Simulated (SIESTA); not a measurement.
Zn:

```
CELL_PARAMETERS angstrom
2.67000 0.00000 0.00000
-1.33500 2.31229 0.00000
0.00000 0.00000 4.96600
ATOMIC_POSITIONS crystal
Zn 0.66667 0.33333 0.75000
Zn 0.33333 0.66667 0.25000
```

```yaml
Program: SIESTA 5.4.2
Task: single point
Functional: PBEsol
Potentials_or_basis: PseudoDojo 0.4 standard (PBEsol files)
Basis: DZP (energy shift 0.003 Ry; two zetas on semicore shells)
Grid_cutoff: 800 Ry
Energy_shift: 0.003 Ry
k_mesh: 11 × 11 × 6
Occupations: fermi-dirac, width 0.05 eV
Spin: no spin polarisation
```

On this cell: pressure -9.0 GPa; largest force under 0.003 eV/Å; band gap on the k mesh none (metal or under the smearing width).

The same run follows on a disturbed copy (atoms moved at random, drawn with an rms of 0.05 Å):

```xyz
2
Lattice="2.6700 0.0000 0.0000 -1.3350 2.3123 0.0000 0.0000 0.0000 4.9660" Properties=species:S:1:pos:R:3 pbc="T T T"
Zn    1.3498    0.7393    3.7192
Zn   -0.0467    1.5727    1.2468
```

Task: What does the disturbed cell give?

Result: The energy (extrapolated to zero smearing) moves by +1.6 meV/atom; pressure -8.6 GPa; largest force 0.086 eV/Å; band gap on the k mesh none (metal or under the smearing width).

Forces on the atoms (eV/Å):
```
Zn  -0.040  0.058  0.049
Zn   0.041 -0.057 -0.049
```

Stress tensor (GPa, compression positive):
```
-8.04  0.04 -0.02
 0.04 -7.91 -0.09
-0.02 -0.09 -9.88
```

Caveats: short orbitals over semicore shells can move pressures by several GPa; the valence orbitals were made in a potential fitted to the semicore shell under them, which widens gaps by tenths of an eV or more; the basis of atomic orbitals isn't converged, which shifts pressures, moduli and gaps.
